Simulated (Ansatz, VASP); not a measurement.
Two plane-wave programs on CaF3

Contents of INCAR:

```
SYSTEM = CaF3
PREC = Accurate
ENCUT = 520
EDIFF = 1E-7
ISMEAR = -1
SIGMA = 0.05
LREAL = .False.
LASPH = .True.
NELM = 60
ALGO = Normal
ISIF = 2
LWAVE = .False.
LCHARG = .False.
GGA = PS
NBANDS = 24
```

Contents of KPOINTS:

```
regular mesh
0
Gamma
  10 10 10
  0 0 0
```

The input POSCAR:

```
CaF3
1.0
   -1.8866589179      1.8866589179      3.2010536033
    1.8866589179     -1.8866589179      3.2010536033
    1.8866589179      1.8866589179     -3.2010536033
Ca F
1 3
Direct
    0.0000000000      0.0000000000      0.0000000000
    0.5000000000      0.5000000000      0.0000000000
    0.2500000000      0.7500000000      0.5000000000
    0.7500000000      0.2500000000      0.5000000000
```

File input.yaml:

```yaml
crystal:
  lattice:
    - [-1.8866589179, 1.8866589179, 3.2010536033]
    - [1.8866589179, -1.8866589179, 3.2010536033]
    - [1.8866589179, 1.8866589179, -3.2010536033]
  atoms:
    - { symbol: Ca, position: [0.0, 0.0, 0.0] }
    - { symbol: F, position: [0.5, 0.5, 0.0] }
    - { symbol: F, position: [0.25, 0.75, 0.5] }
    - { symbol: F, position: [0.75, 0.25, 0.5] }
hamiltonian:
  xc: pbesol
  pseudopotentials: { kind: paw }
kpoints:
  mp_grid: { grid: [10, 10, 10] }
scf:
  occupations: { method: fermi_dirac, width: 0.05 }
output:
  forces: true
  stress: true
  eigenvalues: true
```

Change from the starting cell: volume scaled by 0.98.

Alike in both runs: task single point; functional PBEsol; k mesh 10 × 10 × 10; occupations fermi-dirac, width 0.05 eV; no spin polarisation.

|  | VASP | Ansatz |
| --- | --- | --- |
| version | VASP 6.6.1 | Ansatz 0.2.0 |
| potentials or method | VASP PAW PBE potentials, release 64 (Ca_sv, F) | Ansatz PAW |
| plane-wave cutoff (eV) | 520 | 420 |
| valence electrons in the cell | 31 | 31 |

VASP gave:

- gap on the k mesh at the Fermi level (eV): none
- pressure (GPa): -2.2
- largest component of the traceless stress (GPa): 0.70

Problem. Which values does Ansatz return?

Solution. gap on the k mesh at the Fermi level (eV): none; pressure (GPa): -2.1; largest component of the traceless stress (GPa): 0.72.

A gap of «none» marks a metal or a gap that the smearing closes. The functional is the same, so the differences come from potentials, cutoffs and numerics.

Caveats: an odd number of electrons without spin polarisation forces a metal; a magnetic or distorted state may lie lower; the PAW data sets were made with another functional, which shifts forces and pressure a little (VASP); the pressure holds a Pulay correction of +0.9 GPa for the finite cutoff (Ansatz); the PAW data sets come from PBE, with cores solved anew for the run's functional, which leaves a small shift of forces and pressure (Ansatz).
